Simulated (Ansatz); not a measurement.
## Band table of Ti (fcc type)

```yaml
crystal:
  lattice:
    - [0.00000, 1.53192, 1.53192]
    - [1.53192, 0.00000, 1.53192]
    - [1.53192, 1.53192, 0.00000]
  atoms:
    - { symbol: Ti, position: [0.00000, 0.00000, 0.00000] }
```

The cell comes from a relaxation on PAW files under the same functional, begun from a prototype that needn't be the stable phase.

Computed with Ansatz 0.2.0; functional PBEsol, scalar-relativistic. Settings: a Γ-centred 16×16×16 k mesh, Fermi–Dirac smearing of 0.1 eV, no spin polarisation. Methods: LAPW: all electrons, basis error target 1 meV/atom.

This run: volume at 0.43 of the series' base cell.

The structure type is held throughout; the real material can change phase at far lower pressure.

Path points, in fractions of the reciprocal vectors: Γ (0.000, 0.000, 0.000), X (0.500, 0.000, 0.500), U (0.625, 0.250, 0.625), K (0.375, 0.375, 0.750), L (0.500, 0.500, 0.500), W (0.500, 0.250, 0.750). The distance column jumps between branches of the path. Levels in eV from the Fermi level; bands 9 to 12, counted from the lowest band of the run. The gap is zero, the pressure 346.0 GPa.

```
# k(1/Å) point b9 b10 b11 b12
0.000 Γ -3.87 0.19 0.19 0.19
0.256 - -3.46 -0.24 0.46 0.46
0.513 - -2.48 -1.32 1.23 1.23
0.769 - -2.69 -2.07 2.45 2.45
1.025 - -4.05 -3.34 4.01 4.01
1.282 - -5.22 -5.17 5.78 5.78
1.538 - -6.75 -6.11 7.54 7.54
1.794 - -7.78 -6.66 8.40 8.97
2.051 X -8.14 -6.84 8.56 9.55
2.141 - -8.09 -6.78 8.49 9.28
2.232 - -7.95 -6.60 8.27 8.64
2.323 - -7.75 -6.29 7.84 7.95
2.413 - -7.51 -5.83 6.98 7.52
2.504 - -7.23 -5.25 6.11 7.04
2.595 - -6.93 -4.57 5.26 6.51
2.685 - -6.61 -3.82 4.43 5.96
2.776 U -6.25 -3.04 3.63 5.42
4.032 K -6.25 -3.04 3.63 5.42
4.304 - -4.98 -0.85 1.50 3.92
4.575 - -3.47 -0.16 0.50 2.85
4.847 - -1.89 -1.25 0.76 2.33
5.119 - -1.70 -0.78 0.59 2.41
5.391 - -1.53 -1.27 1.15 1.70
5.663 - -2.37 -0.90 0.87 1.12
5.935 - -3.42 -0.15 0.36 0.48
6.207 Γ -3.87 0.19 0.19 0.19
6.429 - -3.57 -0.01 0.33 0.33
6.651 - -2.91 -0.29 0.67 0.67
6.873 - -2.86 0.37 0.95 0.95
7.095 - -3.50 0.87 0.87 2.06
7.317 - -4.22 0.48 0.48 4.05
7.539 - -4.80 0.06 0.06 5.91
7.761 - -5.16 -0.24 -0.24 7.26
7.983 L -5.29 -0.35 -0.35 7.75
8.164 - -5.08 -0.63 -0.17 6.51
8.345 - -4.50 -1.36 0.38 5.01
8.527 - -3.72 -2.27 1.29 3.56
8.708 - -3.14 -2.88 2.23 2.42
8.889 - -3.86 -2.07 1.06 3.47
9.070 - -4.37 -1.36 0.15 4.01
9.252 - -4.66 -0.84 -0.44 4.07
9.433 W -4.75 -0.64 -0.64 4.03
9.561 - -4.93 -1.92 0.71 4.25
9.689 - -5.41 -3.10 2.12 4.85
9.817 - -6.04 -4.16 3.55 5.66
9.946 - -6.70 -5.08 5.01 6.53
10.074 - -7.29 -5.83 6.45 7.34
10.202 - -7.75 -6.38 7.82 7.99
10.330 - -8.04 -6.73 8.41 9.00
10.458 X -8.14 -6.84 8.56 9.55
```
